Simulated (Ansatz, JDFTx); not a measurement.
Given: the input of a run of Ansatz 0.2.0 on TaN. The cell comes from a database or a generator and needn't be the stable form of this composition.

The input input.yaml:

```yaml
crystal:
  lattice:
    - [0.0, 2.211323, 2.211323]
    - [2.211323, 0.0, 2.211323]
    - [2.211323, 2.211323, 0.0]
  atoms:
    - { symbol: Ta, position: [0.5, 0.5, 0.5] }
    - { symbol: "N", position: [0.0, 0.0, 0.0] }
kpoints:
  mp_grid: { grid: [10, 10, 10] }
scf:
  occupations: { method: fermi_dirac, width: 0.05 }
hamiltonian:
  xc: pbesol
  pseudopotentials: { kind: all_electron, lapw: { basis_error: 0.001 } }
output:
  forces: true
  stress: true
  eigenvalues: true
  populations: true
```

Potentials or basis: all-electron LAPW, scalar-relativistic.

Run with:

```console
$ ansatz run input.yaml --threads 1 --pin off --max-ram 3072MiB --backend cpu --events-out ev --progress --plain --runs-dir out
```

Problem. Set up the same calculation for JDFTx 1.7.0 (patched build). Potentials or basis there: PseudoDojo-SR-PBEsol-0.4.1-standard with smoothed tails, cutoff 1143 eV.

Solution. As run (cutoffs and basis follow the program's own potentials, and thresholds, step limits or extra output files can differ):

TaN.in

```
lattice \
    0.0000000000     4.1787948431     4.1787948431 \
    4.1787948431     0.0000000000     4.1787948431 \
    4.1787948431     4.1787948431     0.0000000000
coords-type Lattice
ion Ta     0.5000000000     0.5000000000     0.5000000000 1
ion N      0.0000000000     0.0000000000     0.0000000000 1

ion-species pseudo/Ta.upf
ion-species pseudo/N.upf
elec-cutoff 42 336
elec-ex-corr gga-PBEsol
kpoint-folding 10 10 10
elec-smearing Fermi 0.0018374661
elec-n-bands 15
electronic-SCF nIterations 100 energyDiffThreshold 1e-09
electronic-minimize nIterations 30 energyDiffThreshold 1e-7
converge-empty-states yes
forces-output-coords Cartesian

dump-name run.$VAR
dump End Ecomponents EigStats BandEigs Kpoints Forces Stress ElecDensity Dtot KEdensity
```

Potentials or basis: PseudoDojo-SR-PBEsol-0.4.1-standard with smoothed tails.

The run is started by

```bash
$ jdftx -c 1 -i TaN.in -o TaN.out
```

Both were run:

|  | Ansatz | JDFTx |
| --- | --- | --- |
| Pressure | -10.7 GPa | -11.1 GPa |

Where Ansatz's input types no cutoff or centring, it takes its own default and a Γ-centred mesh.

The cell lies far from this level's equilibrium.

Pressure is positive in compression.
